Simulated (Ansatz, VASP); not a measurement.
**TiC: VASP beside Ansatz**

```
Ti C
1.0
     6.02571    0.00000    0.00000
     0.00000    6.02571    0.00000
     0.00000    0.00000   19.73349
Ti C
12 12
Direct
  0.25000 0.25000 0.20270
  0.25000 0.75000 0.20270
  0.75000 0.25000 0.20270
  0.75000 0.75000 0.20270
  0.00000 0.00000 0.30854
  0.00000 0.50000 0.30854
  0.50000 0.00000 0.30854
  0.50000 0.50000 0.30854
  0.25000 0.25000 0.41243
  0.25000 0.75000 0.41243
  0.75000 0.25000 0.41243
  0.75000 0.75000 0.41243
  0.00000 0.00000 0.20270
  0.00000 0.50000 0.20270
  0.50000 0.00000 0.20270
  0.50000 0.50000 0.20270
  0.25000 0.25000 0.30793
  0.25000 0.75000 0.30793
  0.75000 0.25000 0.30793
  0.75000 0.75000 0.30793
  0.00000 0.00000 0.41723
  0.00000 0.50000 0.41723
  0.50000 0.00000 0.41723
  0.50000 0.50000 0.41723
```

Alike in both runs: task single point; functional LDA; k mesh 5 × 5 × 1; occupations gaussian, width 0.1 eV; no spin polarisation.

|  | VASP | Ansatz |
| --- | --- | --- |
| version | VASP 6.6.1 | Ansatz 0.2.0 |
| potentials or method | VASP PAW LDA potentials, release 64 (Ti_sv, C) | scalar-relativistic, plane waves, PAW |
| plane-wave cutoff (eV) | 520 | 420 |
| valence electrons in the cell | 192 | 192 |

Ansatz gave:

```
gap on the k mesh at the Fermi level (eV) : none
rms of the force components (eV/Å)        : 0.299
```

Problem. Which values does VASP return?

Solution. gap on the k mesh at the Fermi level (eV): none; rms of the force components (eV/Å): 0.297.

A gap of «none» marks a metal or a gap that the smearing closes.
